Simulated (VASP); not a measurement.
```xyz
4
Lattice="3.6097 0.0000 0.0000 -1.8049 3.1261 0.0000 0.0000 0.0000 3.8546" Properties=species:S:1:pos:R:3 pbc="T T T"
Li     0.0000     0.0000     1.9273
Li     0.0000     2.0841     0.0000
Li     1.8049     1.0420     0.0000
N      0.0000     0.0000     0.0000
```

Level of theory: revPBE GGA, VASP's PBE PAW potentials (set 64) (plane waves; VASP 6.6.1). Settings: 400 eV cut-off, 11×11×9 Γ-centred mesh, Gaussian smearing of 0.010 eV, potentials Li_sv N.

At this cut-off the stress carries a Pulay error, which pulls relaxed volumes low.

Question: Predict the energy per atom (σ→0), pressure.

Answer: 
```yaml
energy per atom (σ→0): -3.709 eV/atom
pressure: -3.55 GPa
```

Total energies compare only between runs with the same potentials, cut-off and functional.

The structure comes from a computed database's Li3N entry; how it stands against other phases isn't given here. The cell was not relaxed at this level.
